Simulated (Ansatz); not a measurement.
A run of Ansatz 0.2.0:

File input.yaml:

```yaml
crystal:
  lattice:
    - [2.7058, 0.0, 0.0]
    - [-1.3529, 2.3432915376, 0.0]
    - [0.0, 0.0, 4.2819]
  atoms:
    - { symbol: Ru, position: [0.6666666667, 0.3333333333, 0.75] }
    - { symbol: Ru, position: [0.3333333333, 0.6666666667, 0.25] }
kpoints:
  mp_grid: { grid: [8, 8, 5] }
scf:
  occupations: { method: fermi_dirac, width: 0.05 }
hamiltonian:
  xc: pbe
  pseudopotentials: { kind: all_electron, lapw: { basis_error: 0.001 } }
output:
  forces: true
  stress: true
elastic:
  mode: relaxed_ion
  stencil: two_point
```

Potentials or basis: all-electron LAPW, scalar-relativistic.

Launch:

```console
$ ansatz run input.yaml --threads 1 --pin off --max-ram 3072MiB --backend cpu --events-out ev --progress --plain --runs-dir out
```

Hardware: 1 thread of Arm Neoverse V1, on a shared host.

Task: How long does it take, and how much memory?

Result: It took 4.6 min on 1 thread of Arm Neoverse V1, with other jobs on the host, peak memory 0.48 GiB. Counts: scf iterations 118, plane waves 313, k points 30, bands 39, ion steps 11.
